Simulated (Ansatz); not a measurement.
# Calculated records

```json
{"subject": "KMgH3 (Pm-3m): band gap by G0W0 on LDA", "lattice_ang": [[4.025, 0.0, 0.0], [0.0, 4.025, 0.0], [0.0, 0.0, 4.025]], "atoms": [["K", 0.0, 0.0, 0.0], ["Mg", 0.5, 0.5, 0.5], ["H", 0.0, 0.5, 0.5], ["H", 0.5, 0.0, 0.5], ["H", 0.5, 0.5, 0.0]], "method": "DFT, LDA, plane waves, PAW (and 1 further level or step)", "program": "Ansatz 0.2.0", "settings_of_one_run": "cutoff 420 eV, 6×6×6 k-mesh, smearing width 0.02 eV, default PAW", "cost": "2 runs, 21 s in all on 1 × NVIDIA H100 80GB HBM3 (shared by 6 runs) with 3 threads of AMD EPYC 7R13 (Zen 3), shared host (the runs of this entry)", "notes": "The cell and positions come from the Crystallography Open Database and are kept as given unless a step says otherwise. The 4×4×4 mesh is coarse for this cell (its supercell is 16 Å along the shortest edge). The RPA ε∞ on it, from the LDA start, is 3.57; such meshes misread the long-range screening, most where the gap is narrow.", "results": {"lda_gap": "2.06 eV, indirect", "g0w0_gap_on_the_mesh": "4.38 eV, from k = (0.000, 0.000, -0.500) to k = (-0.500, -0.500, -0.500)", "gw_settings": "4×4×4 mesh, 418 empty bands, screening to 200 eV", "known_limits": "not at the basis limit; coarse k mesh"}}
```

[Paths, hosts, dates, memory and timing lines, banners, echoed tables and standing remarks are left out of the program output.]

[Logs are printed without paths, hosts, clocks, repeated set-up lines and the standing remarks that a program may print on its own settings, such as how far it seeks lower states.]

[Runs of the session that timed out or met a known fault of the program may be left out.]

[Cells called generated may have been cut or substituted from an entry of the Crystallography Open Database or the Materials Project.]

[Hosts, paths, dates, database ids (printed as entryN), source tags and the programs' standing remarks are cut or masked in the printed files.]
